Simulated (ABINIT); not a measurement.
Crystal: HgSe.

```
Hg Se
1.0
     0.00000    3.03900    3.03900
     3.03900    0.00000    3.03900
     3.03900    3.03900    0.00000
Hg Se
1 1
Direct
  0.00000 0.00000 0.00000
  0.75000 0.75000 0.75000
```

Base run:

| Quantity | Value |
| --- | --- |
| Program | ABINIT 10.8.3 (patched build) |
| Functional | r2SCAN |
| Potentials or basis | JTH PAW PBE v2.0 |
| Cutoff | 653 eV |
| k mesh | 5 × 5 × 5 |
| Occupations | fermi-dirac, width 0.05 eV |
| Spin | no spin polarisation |

Its results: band gap on the k mesh none (metal or under the smearing width); pressure 3.2 GPa.

Task: The run is repeated on the same cell with these changes: k mesh from 5 × 5 × 5 to 3 × 3 × 3. What comes out?

Result: Band gap on the k mesh none (metal or under the smearing width); pressure 4.3 GPa.

Caveats: some runs use coarse meshes; the PAW data sets were made with another functional, which shifts forces and pressure a little.
